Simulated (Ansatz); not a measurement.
GaAs: levels along high-symmetry lines

```xyz
2
Lattice="3.8404 0.0000 0.0000 -1.9202 3.3259 0.0000 0.0000 0.0000 3.2403" Properties=species:S:1:pos:R:3 pbc="T T T"
Ga    0.0000    0.0000    0.0000
As    0.0000    2.2173    1.6201
```

Atoms are numbered in the order listed.

The structure comes from a relaxation in the same program, started in the WC type, and has space group P-6m2. Whether it is a known phase or the ground state wasn't checked.

Method: DFT, PBE, all-electron LAPW, Dirac equation with spin-orbit coupling (Ansatz 0.2.0).

The runs use a Γ-centred 13×13×11 k mesh, Fermi–Dirac smearing of 0.05 eV, basis error target 0.5 meV/atom, no spin polarisation.

Points in fractions of the reciprocal vectors of this cell: Γ (0, 0, 0), M (0.5, 0, 0), K (0.333, 0.333, 0), A (0, 0, 0.5), L (0.5, 0, 0.5), H (0.333, 0.333, 0.5). The path joins them by straight lines in the order Γ–M–K–Γ–A–L–H–A–L; legs that retrace an earlier one aren't tabulated. Energies are in eV from the Fermi level.

(1) Metal or insulator at this level of theory?

(2) Tabulate bands 40 to 47, counted from the lowest band of the run, along the path.

Answers

(1) No gap opens: metallic or semimetallic.

(2) 
```tsv
k (1/Å)	point	band 40	band 41	band 42	band 43	band 44	band 45	band 46	band 47
0.00	Γ	-1.51	-0.98	-0.98	-0.76	-0.76	0.31	0.31	3.83
0.19		-2.85	-1.12	-1.12	0.16	0.16	0.43	0.43	3.62
0.38		-4.48	-1.62	-1.62	0.65	0.65	0.77	0.77	3.70
0.57		-5.97	-2.10	-2.10	0.52	0.52	1.16	1.16	4.45
0.76		-7.13	-2.43	-2.43	0.25	0.25	1.62	1.62	5.42
0.94	M	-7.61	-2.54	-2.54	0.14	0.14	1.84	1.84	6.21
1.05		-7.59	-2.92	-2.89	0.59	0.62	1.86	1.86	6.18
1.16		-7.55	-3.61	-3.57	1.57	1.63	1.92	1.95	6.08
1.27		-7.52	-4.24	-4.20	1.99	2.00	2.75	2.79	5.82
1.38		-7.51	-4.67	-4.61	2.07	2.09	3.79	3.89	5.40
1.49	K	-7.52	-4.81	-4.75	2.11	2.12	4.32	4.51	5.06
1.71		-7.27	-4.37	-4.32	1.91	1.92	3.44	3.53	4.83
1.93		-6.33	-3.38	-3.34	1.38	1.39	2.37	2.43	4.02
2.14		-4.87	-2.21	-2.17	0.81	0.83	1.42	1.46	3.50
2.36		-3.09	-1.24	-1.21	0.31	0.34	0.49	0.50	3.56
2.58	Γ	-1.51	-0.98	-0.98	-0.76	-0.76	0.31	0.31	3.83
2.77		-2.26	-0.85	-0.85	-0.64	-0.64	0.28	0.28	3.93
2.97		-3.92	-0.51	-0.51	-0.29	-0.29	0.55	0.55	4.21
3.16		-5.68	0.01	0.01	0.24	0.24	1.15	1.15	4.53
3.36		-7.14	0.56	0.56	0.80	0.81	2.02	2.02	4.54
3.55	A	-7.81	0.82	0.82	1.08	1.08	2.91	2.91	3.51
3.74		-7.68	-0.05	-0.05	0.85	0.85	2.22	2.22	3.74
3.93		-7.31	-1.54	-1.54	0.42	0.42	0.60	0.60	3.72
4.12		-6.72	-2.89	-2.89	-1.26	-1.26	0.29	0.29	3.19
4.31		-5.96	-3.88	-3.88	-2.71	-2.71	0.08	0.08	2.83
4.49	L	-5.45	-4.26	-4.26	-3.45	-3.45	0.00	0.00	2.71
4.60		-5.40	-4.25	-4.23	-3.45	-3.45	-0.28	-0.22	2.13
4.71		-5.27	-4.20	-4.17	-3.48	-3.47	-0.84	-0.75	1.28
4.82		-5.07	-4.15	-4.09	-3.55	-3.55	-1.40	-1.29	0.55
4.93		-4.80	-4.12	-4.04	-3.72	-3.72	-1.80	-1.66	0.09
5.04	H	-4.62	-4.12	-4.03	-3.87	-3.87	-1.93	-1.79	-0.06
5.26		-5.36	-3.96	-3.89	-3.11	-3.10	-1.52	-1.40	0.41
5.48		-6.36	-3.22	-3.17	-1.73	-1.71	-0.68	-0.57	1.48
5.69		-7.15	-1.92	-1.88	-0.01	-0.01	0.21	0.28	2.84
5.91		-7.64	-0.28	-0.25	0.76	0.81	1.96	1.98	3.91
6.13	A	-7.81	0.82	0.82	1.08	1.08	2.91	2.91	3.51
```
